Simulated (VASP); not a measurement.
# In₂O₃: restarted molecular dynamics, 2 variants

In₂O₃, R-3c (no. 167), 10 atoms in the cell. PBE, molecular dynamics; PAW potentials In, O (PBE set).

| Restart from | Temperature at the end (K) | The same without a restart (K) | Potential energy at the end (eV/atom) | The same without a restart (eV/atom) | Electronic steps in the first step after the restart | Time (s) |
|---|---|---|---|---|---|---|
| CONTCAR with velocities, WAVECAR read | 494.0 | 494.0 | -5.49438 | -5.49438 | 4 | 175 |
| CONTCAR with velocities, no WAVECAR | 494.0 | 494.0 | -5.49438 | -5.49438 | 15 | 176 |

Limits: 60 fs of 10 atoms are too short for converged averages; the cell is only 4.5 Å across, so each atom moves in step with near copies of itself.

## Input of the first row

INCAR.step1:
```
GGA = PE
PREC = Normal
ENCUT = 400
EDIFF = 1E-6
NELMIN = 4
NELM = 60
ALGO = Normal
LREAL = Auto
LASPH = True
ISMEAR = 0
SIGMA = 0.05
ISYM = 0
LWAVE = True
LCHARG = False
IBRION = 0
NSW = 30
POTIM = 1.0
TEBEG = 1000
ISIF = 2
RANDOM_SEED = 402748 0 0
MDALGO = 2
SMASS = -3
KPAR = 2
```

INCAR.step2, as INCAR.step1 but for:
```
- LWAVE = True
+ LWAVE = False
```

KPOINTS:
```
k-points
0
Monkhorst-Pack
  2 2 2
```

POSCAR.step1:
```
In2O3
1.0
    2.7435000000      1.5839604635      4.8366666667
   -2.7435000000      1.5839604635      4.8366666667
    0.0000000000     -3.1679209270      4.8366666667
In O
4 6
Direct
    0.8573100000      0.8573100000      0.8573100000
    0.6426900000      0.6426900000      0.6426900000
    0.1426900000      0.1426900000      0.1426900000
    0.3573100000      0.3573100000      0.3573100000
    0.0480000000      0.7500000000      0.4520000000
    0.7500000000      0.4520000000      0.0480000000
    0.4520000000      0.0480000000      0.7500000000
    0.9520000000      0.2500000000      0.5480000000
    0.2500000000      0.5480000000      0.9520000000
    0.5480000000      0.9520000000      0.2500000000
```

Commands (each step's output is kept before the next begins):
```
cat potpaw_PBE.64/In/POTCAR potpaw_PBE.64/O/POTCAR > POTCAR
cp INCAR.step1 INCAR
cp POSCAR.step1 POSCAR
mpirun -np 2 vasp_std > vasp.out
cp CONTCAR POSCAR
cp INCAR.step2 INCAR
mpirun -np 2 vasp_std > vasp.out
```

Changes of the last row against the first:
```
(step 1)
- LWAVE = True
+ LWAVE = False
```

VASP 6.6.1 took 175 s on 2 cores (AMD EPYC 7R13 (Zen 3)), a shared host.
